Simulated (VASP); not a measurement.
Here is a VASP 6.6.1 calculation.

INCAR

```
ALGO = Normal ; EDIFF = 1E-6
ENCUT = 520 ; GGA = PS
ISIF = 2 ; ISMEAR = 0
LASPH = True ; LCHARG = False
LREAL = False ; LWAVE = False
NBANDS = 18 ; NELM = 100
PREC = Accurate ; SIGMA = 0.15
```

KPOINTS

```
k-points
0
Gamma
  16 16 16
```

Contents of POSCAR:

```
ZnAu
1.0
    3.1470000000      0.0000000000      0.0000000000
    0.0000000000      3.1470000000      0.0000000000
    0.0000000000      0.0000000000      3.1470000000
Zn Au
1 1
Direct
    0.5000000000      0.5000000000      0.5000000000
    0.0000000000      0.0000000000      0.0000000000
```

Potentials or basis: VASP PAW PBE potentials, release 64 (Zn, Au).

The run is started by

```sh
$ cat potpaw_PBE.64/Zn/POTCAR potpaw_PBE.64/Au/POTCAR > POTCAR
$ mpirun -np 1 vasp_std > vasp.out
```

Estimate the pressure.

-2.3 GPa.

Estimate the band gap on the k mesh.

none (metal or under the smearing width).

Caveat: the PAW data sets were made with another functional, which shifts forces and pressure a little. The run has no spin-orbit coupling, so splittings on Au are missing.
